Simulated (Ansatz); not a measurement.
## Te₂Mo: one atom moved along a line

Level of theory: DFT PBE, scalar-relativistic, plane waves, PAW (Ansatz 0.2.0). Settings: plane waves to 420 eV, k-mesh 12×12×2 (Γ-centred), Gaussian smearing 0.05 eV. Spin–orbit coupling is left out, which matters for the heavy elements here. No spin polarisation. Energies are free energies at this smearing, counted from the undisturbed cell; pressure is positive in compression.

The undisturbed cell (as given, not relaxed at this level; it stands at 2.9 GPa):

```yaml
crystal:
  lattice:
    - [3.51820, 0.00000, 0.00000]
    - [-1.75910, 3.04685, 0.00000]
    - [0.00000, 0.00000, 13.97360]
  atoms:
    - { symbol: Te, position: [0.33333, 0.66667, 0.62100] }
    - { symbol: Te, position: [0.66667, 0.33333, 0.12100] }
    - { symbol: Te, position: [0.33333, 0.66667, 0.87900] }
    - { symbol: Te, position: [0.66667, 0.33333, 0.37900] }
    - { symbol: Mo, position: [0.33333, 0.66667, 0.25000] }
    - { symbol: Mo, position: [0.66667, 0.33333, 0.75000] }
```

The cell holds layers and no dispersion correction was added, so their binding is poorly described.

Atom 5 (Mo) is moved by x along the Cartesian unit vector (0.577, 0.577, 0.577); the cell and all other atoms stay fixed.

| x (Å) | ΔE (meV/cell) | force along x on the moved atoms (eV/Å) | gap on the mesh (eV) |
| --- | --- | --- | --- |
| -0.1000 | 84.5 | 1.70 | 0.69 |
| -0.0667 | 37.4 | 1.13 | 0.73 |
| -0.0333 | 9.3 | 0.56 | 0.75 |
| 0.0000 | 0.0 | 0.00 | 0.76 |
| 0.0167 | 2.3 | -0.28 | 0.76 |
| 0.0333 | 9.2 | -0.55 | 0.75 |
| 0.0500 | 20.8 | -0.83 | 0.74 |
| 0.0667 | 37.0 | -1.11 | 0.73 |
| 0.0833 | 57.6 | -1.38 | 0.71 |
| 0.1000 | 83.0 | -1.66 | 0.69 |